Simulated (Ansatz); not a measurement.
A run of Ansatz 0.2.0:

Contents of input.yaml:

```yaml
crystal:
  lattice:
    - [0.0, 2.1554, 2.1554]
    - [2.1554, 0.0, 2.1554]
    - [2.1554, 2.1554, 0.0]
  atoms:
    - { symbol: Fe, position: [0.0, 0.0, 0.0], spin: 3.0 }
    - { symbol: O, position: [0.5, 0.5, 0.5] }
hamiltonian:
  xc: pbe
  pseudopotentials: { kind: paw }
magnetization:
  spin_polarized: true
kpoints:
  mp_grid: { grid: [11, 11, 11] }
scf:
  occupations: { method: gaussian, width: 0.016 }
output:
  forces: true
  stress: true
  eigenvalues: true
```

Potentials or basis: Ansatz PAW.

The run is started by

```console
$ ansatz run input.yaml --threads 2 --pin off --max-ram 5632MiB --backend cpu --events-out ev --progress --plain --runs-dir out
```

Hardware: 2 threads of Intel(R) Xeon(R) Platinum 8259CL CPU @ 2.50GHz (Skylake/Cascade Lake), with other jobs on the host.

Task: Estimate the wall time of this run.

Result: Wall time 2.3 s on 2 threads of Intel(R) Xeon(R) Platinum 8259CL CPU @ 2.50GHz (Skylake/Cascade Lake), with other jobs on the host, peak memory 0.38 GiB. Counts: scf iterations 12, plane waves 387, k points 56, bands 17.
